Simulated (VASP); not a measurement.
# V (P6_3/mmc) in VASP: notebook

The runs below take V through single point, with PBEsol.

Program: VASP 6.6.1. These are calculated values, not measurements. Logs are shortened: lines on timing, memory, paths and dates and some standing lists are left out, and cuts for length are marked.

**1. The crystal as given**

The structure is hexagonal, space group P6_3/mmc (No. 194). The conventional cell has a = 2.770 Å, b = 2.770 Å, c = 8.934 Å, α = 90.00°, β = 90.00°, γ = 120.00°. Around V (site symmetry -3m) lie 12 V at 2.75 to 2.77 Å. V (site symmetry -6m2) is surrounded by 12 V at 2.75 to 2.77 Å.

The cell was built by a generator and needn't be a form met in nature.

**2. Single point, PBEsol, collinear spin, typed start**

Input file INCAR:

```
SYSTEM = V
PREC = Accurate
ENCUT = 520
EDIFF = 1E-7
ISMEAR = 0
SIGMA = 0.1
LREAL = .False.
LASPH = .True.
NELM = 150
ALGO = Normal
ISIF = 2
LWAVE = .False.
LCHARG = .False.
ISPIN = 2
MAGMOM = 2 2 2 2
LORBIT = 11
LMAXMIX = 4
GGA = PS
NBANDS = 38
```

Input file KPOINTS:

```
regular mesh
0
Gamma
  9 9 2
  0 0 0
```

Input file POSCAR:

```
V
1.0
    2.7700550873      0.0000000000      0.0000000000
   -1.3850275436      2.3989380755      0.0000000000
    0.0000000000      0.0000000000      8.9339743902
V
4
Direct
    0.0000000000      0.0000000000      0.0000000000
    0.0000000000      0.0000000000      0.5000000000
    0.3333333333      0.6666666667      0.7500000000
    0.6666666667      0.3333333333      0.2500000000
```

Potentials or basis: VASP PAW PBE potentials, release 64 (V_sv).

Started as:

```bash
$ cat potpaw_PBE.64/V_sv/POTCAR > POTCAR
$ mpirun -np 1 vasp_std > vasp.out
```

OUTCAR:

```text
SYSTEM = V
   PREC = Accurate
   ENCUT = 520
   EDIFF = 1E-7
   ISMEAR = 0
   LREAL = .False.
   LASPH = .True.
   NELM = 150
   ISIF = 2
   ISPIN = 2
   LORBIT = 11
   GGA = PS

 ion  position               nearest neighbor table
   1  0.000  0.000  0.000-   3 2.75   4 2.75   3 2.75   4 2.75   4 2.75   3 2.75
   2  0.000  0.000  0.500-   3 2.75   4 2.75   3 2.75   4 2.75   4 2.75   3 2.75
   3  0.333  0.667  0.750-   1 2.75   2 2.75   1 2.75   2 2.75   1 2.75   2 2.75
   4  0.667  0.333  0.250-   1 2.75   2 2.75   1 2.75   2 2.75   1 2.75   2 2.75

  LATTYP: Found a hexagonal cell.
 ALAT       =     2.7700550873
 C/A-ratio  =     3.2251973728

  Lattice vectors:

 A1 = (   2.7700550873,   0.0000000000,   0.0000000000)
 A2 = (  -1.3850275436,   2.3989380755,   0.0000000000)
 A3 = (   0.0000000000,   0.0000000000,   8.9339743902)

Analysis of symmetry for initial positions (statically):
=====================================================================
 Subroutine PRICEL returns:
 Original cell was already a primitive cell.

 Routine SETGRP: Setting up the symmetry group for a
 hexagonal supercell.

 Subroutine GETGRP returns: Found 24 space group operations
 (whereof 12 operations were pure point group operations)
 out of a pool of 24 trial point group operations.

The static configuration has the point symmetry D_3d.
 The point group associated with its full space group is D_6h.

Analysis of symmetry for dynamics (positions and initial velocities):
=====================================================================
 Subroutine PRICEL returns:
 Original cell was already a primitive cell.

 Routine SETGRP: Setting up the symmetry group for a
 hexagonal supercell.

 Subroutine GETGRP returns: Found 24 space group operations
 (whereof 12 operations were pure point group operations)
 out of a pool of 24 trial point group operations.

The dynamic configuration has the point symmetry D_3d.
 The point group associated with its full space group is D_6h.

Analysis of structural, dynamic, and magnetic symmetry:
=====================================================================
 Subroutine PRICEL returns:
 Original cell was already a primitive cell.

 Routine SETGRP: Setting up the symmetry group for a
 hexagonal supercell.

 Subroutine GETGRP returns: Found 24 space group operations
 (whereof 12 operations were pure point group operations)
 out of a pool of 24 trial point group operations.

The overall configuration has the point symmetry D_3d.
 The point group associated with its full space group is D_6h.

 Subroutine INISYM returns: Found 24 space group operations
 (whereof 12 operations are pure point group operations),
 and found     1 'primitive' translations

----------------------------------------------------------------------------------------

                                     Primitive cell

  volume of cell :      59.3680

  direct lattice vectors                    reciprocal lattice vectors
     2.770055087  0.000000000  0.000000000     0.361003651  0.208425555  0.000000000
    -1.385027544  2.398938075  0.000000000     0.000000000  0.416851110  0.000000000
     0.000000000  0.000000000  8.933974390     0.000000000  0.000000000  0.111932266

  length of vectors
     2.770055087  2.770055087  8.933974390     0.416851110  0.416851110  0.111932266

  position of ions in fractional coordinates (direct lattice)
     0.000000000  0.000000000  0.000000000
     0.000000000  0.000000000  0.500000000
     0.333333333  0.666666667  0.750000000
     0.666666667  0.333333333  0.250000000

  ion indices of the primitive-cell ions
   primitive index   ion index
                 1           1
                 2           2
                 3           3
                 4           4

----------------------------------------------------------------------------------------

 KPOINTS: regular mesh

Automatic generation of k-mesh.
 Grid dimensions read from file:
 generate k-points for:    9    9    2

 Generating k-lattice:

  Cartesian coordinates                     Fractional coordinates (reciprocal lattice)
     0.040111517  0.023158395  0.000000000     0.111111111  0.000000000  0.000000000
     0.000000000  0.046316790  0.000000000     0.000000000  0.111111111  0.000000000
     0.000000000  0.000000000  0.055966133     0.000000000  0.000000000  0.500000000

  Length of vectors
     0.046316790  0.046316790  0.055966133

  Shift w.r.t. Gamma in fractional coordinates (k-lattice)
     0.000000000  0.000000000  0.000000000

 Subroutine IBZKPT returns following result:
 ===========================================

 Found     24 irreducible k-points:

 Following reciprocal coordinates:
            Coordinates               Weight
  0.000000  0.000000  0.000000      1.000000
  0.111111 -0.000000  0.000000      6.000000
  0.222222 -0.000000  0.000000      6.000000
  0.333333  0.000000  0.000000      6.000000
  0.444444 -0.000000  0.000000      6.000000
  0.111111  0.111111  0.000000      6.000000
[... 16 lines left out ...]
  0.333333  0.222222  0.500000     12.000000
  0.333333  0.333333  0.500000      2.000000
   k-points           NKPTS =     24   k-points in BZ     NKDIM =     24   number of bands    NBANDS=     38
   number of dos      NEDOS =    301   number of ions     NIONS =      4
   total plane-waves  NPLWV =  40320
   dimension x,y,z NGX =    24 NGY =   24 NGZ =   70
   dimension x,y,z NGXF=    48 NGYF=   48 NGZF=  140
   ions per type =               4
   NGX,Y,Z   is equivalent  to a cutoff of  14.40, 14.40, 13.03 a.u.
   NGXF,Y,Z  is equivalent  to a cutoff of  28.81, 28.81, 26.05 a.u.
 SYSTEM =  V
   PREC   = accura    normal or accurate (medium, high low for compatibility)
   ISTART =      0    job   : 0-new  1-cont  2-samecut
   ICHARG =      2    charge: 1-file 2-atom 10-const
   ISPIN  =      2    spin polarized calculation?
   LNONCOLLINEAR =      F non collinear calculations
   LSORBIT =      F    spin-orbit coupling
   LASPH  =      T    aspherical Exc in radial PAW
   ENCUT  =  520.0 eV  38.22 Ry    6.18 a.u.   5.15  5.15 16.61*2*pi/ulx,y,z
   NELM   =    150;   NELMIN=  2; NELMDL= -5     # of ELM steps
   EDIFF  = 0.1E-06   stopping-criterion for ELM
   LREAL  =      F    real-space projection
   EDIFFG = 0.1E-05   stopping-criterion for IOM
   NSW    =      0    number of steps for IOM
   IBRION =     -1    ionic relax: 0-MD 1-quasi-New 2-CG
   NFREE  =      0    steps in history (QN), initial steepest desc. (CG)
   ISIF   =      2    stress and relaxation
   ISYM   =      2    0-nonsym 1-usesym 2-fastsym
   POTIM  = 0.5000    time-step for ionic-motion
   TEBEG  =    0.0;   TEEND  =   0.0 temperature during run
   PSTRESS=    0.0 pullay stress
   NELECT =      52.0000    total number of electrons
   NUPDOWN=      -1.0000    fix difference up-down
   EMIN   =  10.00;   EMAX   =-10.00  energy-range for DOS
   EFERMI =   0.00;   METHOD = LEGACY
   ISMEAR =     0;   SIGMA  =   0.10  broadening in eV -4-tet -1-fermi 0-gaus
   EFERMI_NEDOS =   21; number of points for ismear=-14 and -15
   IALGO  =     38    algorithm
   IMIX   =      4    mixing-type and parameters
     AMIX     =   0.40;   BMIX     =  1.00
     AMIX_MAG =   1.60;   BMIX_MAG =  1.00
  volume/ion in A,a.u.               =      14.84       100.16
  Fermi-wavevector in a.u.,A,eV,Ry     =   1.566361  2.959993 33.381720  2.453487
  Thomas-Fermi vector in A             =   2.668701
   LORBIT       =     11    0 simple, 1 ext, 2 COOP (PROOUT), +10 PAW based schemes
   GGA     = PS    functional components
   LHFCALC =     F    Hartree Fock is set to
   AEXX    =    0.0000 exact exchange contribution
   IVDW    =     0    specifies the selected vdW correction
   LEPSILON=     F    determine dielectric tensor
   LRPA    =     F    only Hartree local field effects (RPA)
 spin polarized calculation
 Gauss-broadening in eV      SIGMA  =   0.10
  energy-cutoff  :      520.00
  volume of cell :       59.37
 maximum number of plane-waves:      1613
 NGX is ok and might be reduce to    24

 number of electron      51.9999989 magnetization       0.0321518

 number of electron      51.9999989 magnetization      -0.0002279

 Free energy of the ion-electron system (eV)
  ---------------------------------------------------
  ext. energy  EPLUGINS =         0.00000000
  ---------------------------------------------------
  free energy    TOTEN  =       -37.17513473 eV

  energy without entropy =      -37.14954256  energy(sigma->0) =      -37.16233864

 E-fermi :   8.7318     XC(G=0): -12.5309

 val. band max:        8.7272982465   @ k =   0.3333   0.1111   0.0000
 cond. band min:       8.7551152766   @ k =   0.4444  -0.0000   0.0000
 fundamental gap:      0.0278170301
 Fermi energy:         8.7318342892

 spin component 1

 k-point     1 :       0.0000    0.0000    0.0000
  band No.  band energies     occupation
      1     -55.1689      1.00000
      2     -55.1282      1.00000
      3     -55.0614      1.00000
      4     -55.0199      1.00000
      5     -29.3579      1.00000
      6     -29.0383      1.00000
[... 30 lines left out ...]
     37      10.9216      0.00000
     38      10.9216      0.00000
[... 941 lines left out ...]
     37      15.1214      0.00000
     38      15.1214      0.00000
 Fermi energy:         8.7318342892

 spin component 2

 k-point     1 :       0.0000    0.0000    0.0000
  band No.  band energies     occupation
      1     -55.1689      1.00000
      2     -55.1282      1.00000
      3     -55.0615      1.00000
      4     -55.0199      1.00000
      5     -29.3579      1.00000
      6     -29.0383      1.00000
[... 30 lines left out ...]
     37      10.9215      0.00000
     38      10.9215      0.00000
[... 941 lines left out ...]
     37      15.1214      0.00000
     38      15.1214      0.00000

------------------------ aborting loop because EDIFF is reached ----------------------------------------

  FORCE on cell =-STRESS in cart. coord.  units (eV):
  Direction    XX          YY          ZZ          XY          YZ          ZX
  --------------------------------------------------------------------------------------
  -------------------------------------------------------------------------------------
  Total       -6.5926037     -6.5926037     -5.0448866     -0.0000000      0.0000000     -0.0000000
  in kB     -177.9161642   -177.9161642   -136.1475545     -0.0000000      0.0000000     -0.0000000
  external PRESSURE =    -163.9932943 kB  Pullay stress =       0.0000000 kB

 VOLUME and BASIS-vectors are now :
 -----------------------------------------------------------------------------
  energy-cutoff  :      520.00
  volume of cell :       59.37
      direct lattice vectors                 reciprocal lattice vectors
     2.770055087  0.000000000  0.000000000     0.361003651  0.208425555  0.000000000
    -1.385027544  2.398938075  0.000000000     0.000000000  0.416851110  0.000000000
     0.000000000  0.000000000  8.933974390     0.000000000  0.000000000  0.111932266

 POSITION                                       TOTAL-FORCE (eV/Angst)
 -----------------------------------------------------------------------------------
      0.00000      0.00000      0.00000         0.000000     -0.000000     -0.000000
      0.00000      0.00000      4.46699         0.000000     -0.000000     -0.000000
     -0.00000      1.59929      6.70048        -0.000000     -0.000000      0.000000
      1.38503      0.79965      2.23349         0.000000      0.000000      0.000000
 -----------------------------------------------------------------------------------
    total drift:                                0.000000      0.000000      0.000000

  FREE ENERGIE OF THE ION-ELECTRON SYSTEM (eV)
  ---------------------------------------------------
  free  energy   TOTEN  =       -37.1751347253 eV

  energy  without entropy=      -37.1495425644  energy(sigma->0) =      -37.16233864

 total charge

# of ion       s       p       d       tot
------------------------------------------
    1        2.327   6.202   2.968  11.497
    2        2.327   6.202   2.968  11.497
    3        2.322   6.194   2.990  11.506
    4        2.322   6.194   2.990  11.506
--------------------------------------------------
tot          9.296  24.792  11.916  46.005

 magnetization (x)

# of ion       s       p       d       tot
------------------------------------------
    1       -0.000  -0.000  -0.000  -0.000
    2       -0.000  -0.000  -0.000  -0.000
    3        0.000  -0.000  -0.000  -0.000
    4        0.000  -0.000  -0.000  -0.000
--------------------------------------------------
tot          0.000  -0.000  -0.000  -0.000
```

Run time: 2.3 min. Hardware: 1 thread of Intel Xeon Platinum 8488C (Sapphire Rapids), shared host; peak memory 0.26 GiB.

Results:

* Free energy: -37.1751 eV
* Pressure: -16.4 GPa
* Band gap on the k mesh: none (metal or under the smearing width)
* Net moment: 0.00 μB per cell
* Valence electrons inside the program's atomic spheres: V 11.50, 11.51

Levels at points of the mesh, in eV from the Fermi level:
Spin up:
| k point | band 23 | band 24 | band 25 | band 26 | band 27 | band 28 | band 29 | band 30 |
| --- | --- | --- | --- | --- | --- | --- | --- | --- |
| (0.00, 0.00, 0.00) | 0.03 | 0.03 | 0.05 | 0.05 | 0.25 | 0.43 | 0.43 | 0.47 |
| (0.00, 0.00, 0.50) | -0.01 | -0.01 | 0.14 | 0.14 | 0.14 | 0.14 | 0.31 | 0.31 |
Spin down:
| k point | band 24 | band 25 | band 26 | band 27 | band 28 | band 29 |
| --- | --- | --- | --- | --- | --- | --- |
| (0.00, 0.00, 0.00) | 0.03 | 0.05 | 0.05 | 0.25 | 0.43 | 0.43 |
| (0.00, 0.00, 0.50) | -0.01 | 0.14 | 0.14 | 0.14 | 0.14 | 0.31 |

Caveat: so large a pressure means that the cell lies far from this level's equilibrium, or that cutoff or potentials fall short; the potentials were made for another functional, which shifts forces and pressure.

**3. Single point, PBEsol**

This run uses another cell than the first one, of 13.33 Å³/atom, 0.898 times its volume.

Input file INCAR:

```
SYSTEM = V
ALGO = Fast
EDIFF = 1E-6
ENCUT = 520
GGA = PS
ISIF = 2
ISMEAR = 0
LASPH = .True.
LCHARG = .False.
LREAL = .False.
LWAVE = .False.
NBANDS = 34
NELM = 100
PREC = Accurate
SIGMA = 0.1
```

Input file KPOINTS:

```
k-points
0
Gamma
  21 21 6
  0 0 0
```

Input file POSCAR:

```
V
1.0
    2.5934069438      0.0000000000      0.0000000000
   -1.2967034719      2.2459562957      0.0000000000
    0.0000000000      0.0000000000      9.1543008324
V
4
Direct
    0.0000000000      0.0000000000      0.0000000000
    0.0000000000      0.0000000000      0.5000000000
    0.3333333333      0.6666666667      0.7500000000
    0.6666666667      0.3333333333      0.2500000000
```

Potentials or basis: VASP PAW PBE potentials, release 64 (V_sv).

Started as:

```bash
$ cat potpaw_PBE.64/V_sv/POTCAR > POTCAR
$ mpirun -np 1 vasp_std > vasp.out
```

Run time: 4.5 min. Hardware: 1 thread of Intel Xeon Platinum 8488C (Sapphire Rapids), shared host; peak memory 0.35 GiB.

Results (log left out):

| Property | Result |
| --- | --- |
| Free energy | -37.5387 eV |
| Pressure | 0.2 GPa |
| Band gap on the k mesh | none (metal or under the smearing width) |

Stress tensor (GPa, compression positive):
```
0.18 0.00 0.00
0.00 0.18 0.00
0.00 0.00 0.28
```

Levels at points of the mesh, in eV from the Fermi level:
```csv
k point,band 24,band 25,band 26,band 27,band 28,band 29
"(0.00, 0.00, 0.00)",0.11,0.22,0.22,0.28,0.28,0.51
"(0.00, 0.00, 0.50)",-0.59,0.29,0.29,0.29,0.29,0.50
```

Caveat: the PAW data sets were made with another functional, which shifts forces and pressure a little.

**4. Single point, PBEsol**

This run uses another cell than the first one: it holds 12 atoms, not 4.

Input file INCAR:

```
SYSTEM = V
PREC = Accurate ; ENCUT = 520
EDIFF = 1E-7 ; ISMEAR = 0
SIGMA = 0.1 ; LREAL = .FALSE.
LASPH = .TRUE. ; NELM = 100
ALGO = Fast ; ISIF = 2
LWAVE = .FALSE. ; LCHARG = .FALSE.
GGA = PS ; NBANDS = 90
```

Input file KPOINTS:

```
Automatic mesh
0
G
  3 3 3
  0 0 0
```

Input file POSCAR:

```
V
1.0
    2.4617696059      1.4213033447      8.7137704227
   -2.4617696059      1.4213033447      8.7137704227
    0.0000000000     -2.8426066893      8.7137704227
V
12
Direct
    0.0473208160      0.5447958623      0.0473208160
    0.0473208160      0.0473208160      0.5447958623
    0.5447958623      0.0473208160      0.0473208160
    0.9526791840      0.4552041377      0.9526791840
    0.4552041377      0.9526791840      0.9526791840
    0.9526791840      0.9526791840      0.4552041377
    0.2102758104      0.7017822020      0.2102758104
    0.2102758104      0.2102758104      0.7017822020
    0.7017822020      0.2102758104      0.2102758104
    0.7897241896      0.2982177980      0.7897241896
    0.2982177980      0.7897241896      0.7897241896
    0.7897241896      0.7897241896      0.2982177980
```

Started as:

```bash
$ cat potpaw_PBE.64/V_sv/POTCAR > POTCAR
$ mpirun -np 1 vasp_std > vasp.out
```

It took 15 min on 1 thread of Intel Xeon Platinum 8488C (Sapphire Rapids), shared host; peak memory 0.68 GiB.

It converged, with:

```yaml
Free_energy: -104.2231 eV
Pressure: 0.5 GPa
Largest_force: 0.032 eV/Å
Band_gap_on_the_k_mesh: none (metal or under the smearing width)
```

Forces on the atoms (eV/Å):
```
V    0.022 -0.012  0.010
V    0.000  0.025  0.010
V   -0.022 -0.012  0.010
V   -0.022  0.012 -0.010
V    0.022  0.012 -0.010
V    0.000 -0.025 -0.010
V   -0.028  0.016 -0.003
V    0.000 -0.032 -0.003
V    0.028  0.016 -0.003
V    0.028 -0.016  0.003
V   -0.028 -0.016  0.003
V    0.000  0.032  0.003
```

Stress tensor (GPa, compression positive):
```
0.42 0.00 0.00
0.00 0.42 0.00
0.00 0.00 0.51
```

Levels at points of the mesh, in eV from the Fermi level:
| k point | band 73 | band 74 | band 75 | band 76 | band 77 | band 78 | band 79 | band 80 | band 81 | band 82 |
| --- | --- | --- | --- | --- | --- | --- | --- | --- | --- | --- |
| (0.00, 0.00, 0.00) | -0.83 | -0.57 | -0.57 | -0.45 | -0.45 | 0.25 | 0.25 | 0.59 | 1.16 | 1.16 |

Caveat: the k mesh is coarse (spacing up to 0.50 Å⁻¹), so the values aren't converged; the PAW data sets were made with another functional, which shifts forces and pressure a little.

(Part 1 of 2 ends here.)
